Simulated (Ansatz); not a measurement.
**SiC (Moissanite): equation of state with PBEsol**

SiC (Moissanite):

```
Si C
1.0
     3.07600    0.00000    0.00000
    -1.53800    2.66389    0.00000
     0.00000    0.00000    5.04800
Si C
2 2
Direct
  0.66667 0.33333 0.50000
  0.33333 0.66667 0.00000
  0.66667 0.33333 0.88500
  0.33333 0.66667 0.38500
```

```
Program             : Ansatz 0.2.0
Task                : equation of state
Functional          : PBEsol
Potentials or basis : all-electron LAPW, scalar-relativistic
Basis error allowed : 0.001 eV/atom
k mesh              : 10 × 10 × 5
Occupations         : fermi-dirac, width 0.05 eV
Spin                : no spin polarisation
```

- Equilibrium volume: 10.35 Å³/atom
- Bulk modulus at fixed shape and positions: 222 GPa
- Pressure derivative of the bulk modulus: 3.9

Energy against volume, from the lowest point:
| volume (Å³/atom) | energy (meV/atom) |
| --- | --- |
| 9.721 | 29.36 |
| 9.927 | 12.80 |
| 10.134 | 3.23 |
| 10.341 | 0.00 |
| 10.548 | 2.51 |
| 10.755 | 10.24 |
| 10.961 | 22.69 |

All runs of the series together: 100 s on 2 threads of Arm Neoverse V1, with other jobs on the host.

Caveat: the cell was scaled at fixed shape and fractional positions, which overstates the stiffness of a crystal with free parameters, most of all of layers and chains.
